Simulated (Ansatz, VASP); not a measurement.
**Two plane-wave programs on InP**

The input POSCAR:

```
InP
1.0
    0.0000000000      2.9538987500      2.9538987500
    2.9538987500      0.0000000000      2.9538987500
    2.9538987500      2.9538987500      0.0000000000
In P
1 1
Direct
    0.0000000000      0.0000000000      0.0000000000
    0.2500000000      0.2500000000      0.2500000000
```

The input INCAR.step1:

```
SYSTEM = InP
  ALGO = Normal
  EDIFF = 1E-4
  ENCUT = 520
  GGA = PE
  ISMEAR = -1
  LASPH = .TRUE.
  LCHARG = .FALSE.
  LREAL = .FALSE.
  LWAVE = .TRUE.
  NBANDS = 16
  NELM = 60
  PREC = Accurate
  SIGMA = 0.02
```

Contents of INCAR.step2:

```
SYSTEM = InP
  ALGO = Normal
  EDIFF = 1E-6
  ENCUT = 520
  ISIF = 2
  ISMEAR = -1
  ISTART = 1
  LASPH = .TRUE.
  LCHARG = .FALSE.
  LMIXTAU = .TRUE.
  LREAL = .FALSE.
  LWAVE = .FALSE.
  METAGGA = R2SCAN
  NBANDS = 16
  NELM = 60
  PREC = Accurate
  SIGMA = 0.02
```

File KPOINTS:

```
k-points
0
G
  8 8 8
  0 0 0
```

Input for Ansatz:

```yaml
crystal:
  lattice:
    - [0.0, 2.95389875, 2.95389875]
    - [2.95389875, 0.0, 2.95389875]
    - [2.95389875, 2.95389875, 0.0]
  atoms:
    - { symbol: In, position: [0.0, 0.0, 0.0] }
    - { symbol: P, position: [0.25, 0.25, 0.25] }
  symmetry: { tolerance: 0.0003 }
hamiltonian:
  xc: r2scan
  pseudopotentials: { kind: paw, azcp: { folder: soft_1 } }
basis:
  ecutwfc: 500
magnetization:
  spin_polarized: false
scf:
  occupations: { method: fermi_dirac, width: 0.02 }
kpoints:
  mp_grid: { grid: [8, 8, 8], shift: [0, 0, 0] }
  band_path:
    path:
      - [0.0, 0.0, 0.0]
      - [-0.5, -0.5, 0.0]
      - [-0.375, -0.375, 0.25]
      - [-0.375, 0.0, 0.375]
      - [0.0, 0.0, 0.0]
      - [0.0, 0.0, 0.5]
      - [-0.5, -0.25, 0.25]
      - [-0.5, -0.5, 0.0]
    npoints: 15
output:
  forces: true
  stress: true
  eigenvalues: true
  bader: true
  populations: true
  elf: true
  write_potential: true
  write_density: true
  volumetric_format: npy
  dos:
    e_range: [-12, 8]
    de: 0.05
    projected: { site_lists: { In: [In], P: [P] } }
```

Alike in both runs: task single point; functional r2SCAN; k mesh 8 × 8 × 8; occupations fermi-dirac, width 0.02 eV; no spin polarisation.

|  | VASP | Ansatz |
| --- | --- | --- |
| version | VASP 6.6.1 | Ansatz 0.2.0 |
| potentials or method | VASP PAW PBE potentials, release 64 (In_d, P) | PAW plane waves |
| plane-wave cutoff (eV) | 520 | 500 |
| valence electrons in the cell | 18 | 18 |

```csv
,VASP,Ansatz,Ansatz less VASP
gap on the k mesh at the Fermi level (eV),1.03,1.02,-0.008
pressure (GPa),-0.1,0.0,+0.12
```

With one functional, cell and mesh, what is left measures potentials, basis and numerics.

Caveats: the PAW data sets were made with another functional, which shifts forces and pressure a little (VASP); spin-orbit coupling is left out, which moves the levels of the heavy elements. r2SCAN opens gaps a little over a GGA but as a rule still falls short of measured ones.
